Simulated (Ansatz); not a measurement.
`FC(F)(F)[Si](F)(F)F` + H₂ → `F[SiH](F)F` + `FC(F)F` at 298.15 K and 1 bar (hydrogenolysis of the Si–C bond).

Program: Ansatz. Geometries: PBE0-D4/def2-TZVP. ΔE: electronic, gas phase. CCSD(T)/CBS is the MP2 limit (def2-TZVPP, def2-QZVPP) plus CCSD(T) − MP2 in def2-TZVPP, frozen cores. This one scheme is used for every species.

| species | CCSD(T)/CBS energy (Eh) | H − E (kJ/mol) | S (J/(mol·K)) |
| --- | --- | --- | --- |
| `FC(F)(F)[Si](F)(F)F` | -926.09273 | 86.9 | 373.3 |
| H₂ | -1.17544 | 35.1 | 130.4 |
| `F[SiH](F)F` | -589.26725 | 60.9 | 277.9 |
| `FC(F)F` | -338.02896 | 78.4 | 259.5 |

H − E and S are ideal-gas, rigid-rotor, harmonic terms from PBE0-D4/def2-TZVP. For small species the MP2-based limit differs from directly extrapolated CCSD(T) by up to some mEh (0.8 for H₂); such offsets cancel only in part. 1 Eh = 2625.50 kJ/mol, R = 8.31446 J/(mol·K).

Q: By hand: ΔE, ΔH, ΔS and ΔG.

A: ΔE = (-589.26725) + (-338.02896) − (-926.09273) − (-1.17544) = -0.02804 Eh = -73.6 kJ/mol. Δ(H − E) = 60.9 + 78.4 − 86.9 − 35.1 = 17.3, so ΔH = -56.3 kJ/mol. ΔS = 277.9 + 259.5 − 373.3 − 130.4 = 33.7 J/(mol·K). ΔG = -56.3 − 298.15 × (33.7)/1000 = -66.3 kJ/mol.

Q: By hand: the equilibrium constant, and the temperature at which ΔG would vanish if ΔH and ΔS stayed fixed.

A: log₁₀ K = −ΔG/(RT ln 10) = 11.6. ΔH and −TΔS have one sign here, so there is no such temperature.

ΔH outweighs TΔS. A doubt of 5 kJ/mol in ΔE shifts log₁₀ K by 0.9 here. Modes under 60 cm⁻¹, often nearly free rotors, make the harmonic entropy too high. These are equilibria of isolated gas molecules and say nothing of rates. Largest T1 diagnostic: 0.013 (customary marks: 0.02 for closed shells, 0.045 for open ones).
